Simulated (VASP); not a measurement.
A run of VASP 6.6.1 is set up as follows.

File POSCAR:

```
Li
1.0
   -1.7383281096      1.7383281096      1.7383281096
    1.7383281096     -1.7383281096      1.7383281096
    1.7383281096      1.7383281096     -1.7383281096
Li
1
Direct
    0.0000000000      0.0000000000      0.0000000000
```

Contents of INCAR.step1:

```
SYSTEM = Li
ALGO = Normal
EDIFF = 1E-4
ENCUT = 520
GGA = PE
ISMEAR = -1
LASPH = .True.
LCHARG = .False.
LREAL = .False.
LWAVE = .True.
NBANDS = 8
NELM = 100
PREC = Accurate
SIGMA = 0.1
```

The input INCAR.step2:

```
SYSTEM = Li
ALGO = Normal
EDIFF = 1E-6
ENCUT = 520
ISIF = 2
ISMEAR = -1
ISTART = 1
LASPH = .True.
LCHARG = .False.
LMIXTAU = .True.
LREAL = .False.
LWAVE = .False.
METAGGA = R2SCAN
NBANDS = 8
NELM = 100
PREC = Accurate
SIGMA = 0.1
```

The input KPOINTS:

```
k-points
0
Gamma
  9 9 9
  0 0 0
```

Potentials or basis: VASP PAW PBE potentials, release 64 (Li_sv).

Command:

```bash
$ cat potpaw_PBE.64/Li_sv/POTCAR > POTCAR
$ cp INCAR.step1 INCAR
$ mpirun -np 1 vasp_std > vasp.out
$ cp INCAR.step2 INCAR
$ mpirun -np 1 vasp_std > vasp.out
```

Question: Predict the band gap on the k mesh.

Answer: None (metal or under the smearing width).
